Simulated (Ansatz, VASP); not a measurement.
# One calculation of H4C, two programs

Contents of INCAR:

```
SYSTEM = H4C
ALGO = Fast ; EDIFF = 1E-6
ENCUT = 520 ; GGA = PS
ISIF = 2 ; ISMEAR = 0
LASPH = .True. ; LCHARG = .True.
LELF = .True. ; LREAL = .False.
LVHAR = .True. ; LWAVE = .False.
NBANDS = 12 ; NELM = 60
PREC = Accurate ; SIGMA = 0.05
```

KPOINTS

```
k-points
0
Gamma
  6 6 6
  0 0 0
```

Contents of POSCAR:

```
H4C
1.0
   -2.3673730703      2.4789246809      2.4789246809
    2.3673730703     -2.4789246809      2.4789246809
    2.3673730703      2.4789246809     -2.4789246809
H C
4 1
Direct
    0.0000000000      0.0000000000      0.7463128700
    0.7463128700      0.0000000000      0.0000000000
    0.0000000000      0.7463128700      0.0000000000
    0.2536871300      0.2536871300      0.2536871300
    0.0000000000      0.0000000000      0.0000000000
```

Input for Ansatz:

```yaml
crystal:
  lattice:
    - [-2.3673730703, 2.4789246809, 2.4789246809]
    - [2.3673730703, -2.4789246809, 2.4789246809]
    - [2.3673730703, 2.4789246809, -2.4789246809]
  atoms:
    - { symbol: H, position: [0.0, 0.0, 0.74631287] }
    - { symbol: H, position: [0.74631287, 0.0, 0.0] }
    - { symbol: H, position: [0.0, 0.74631287, 0.0] }
    - { symbol: H, position: [0.25368713, 0.25368713, 0.25368713] }
    - { symbol: C, position: [0.0, 0.0, 0.0] }
basis:
  ecutwfc: 420
kpoints:
  mp_grid: { grid: [6, 6, 6] }
hamiltonian:
  xc: pbesol
scf:
  occupations: { method: gaussian, width: 0.05 }
output:
  forces: true
  stress: true
  eigenvalues: true
```

Change from the starting cell: strain -0.0450 x Voigt [1, 0, 0, 0, 0, 0], atoms carried along.

Alike in both runs: task single point; functional PBEsol; k mesh 6 × 6 × 6; occupations gaussian, width 0.05 eV; no spin polarisation.

|  | VASP | Ansatz |
| --- | --- | --- |
| version | VASP 6.6.1 | Ansatz 0.2.0 |
| potentials or method | VASP PAW PBE potentials, release 64 (H, C) | scalar-relativistic, plane waves, PAW |
| plane-wave cutoff (eV) | 520 | 420 |
| valence electrons in the cell | 8 | 8 |

|  | VASP | Ansatz | Ansatz less VASP |
| --- | --- | --- | --- |
| gap on the k mesh at the Fermi level (eV) | 7.60 | 7.60 | +0.002 |
| least direct gap on the mesh (eV) | 7.60 | 7.60 | +0.002 |
| pressure (GPa) | 3.4 | 3.4 | +0.02 |
| largest component of the traceless stress (GPa) | 0.89 | 0.90 | +0.009 |
| rms of the force components (eV/Å) | 0.480 | 0.465 | -0.0147 |

Atom by atom the forces differ by 0.015 eV/Å (rms over components).

Caveats: the PAW data sets were made with another functional, which shifts forces and pressure a little (VASP). A k mesh can miss the band edges.
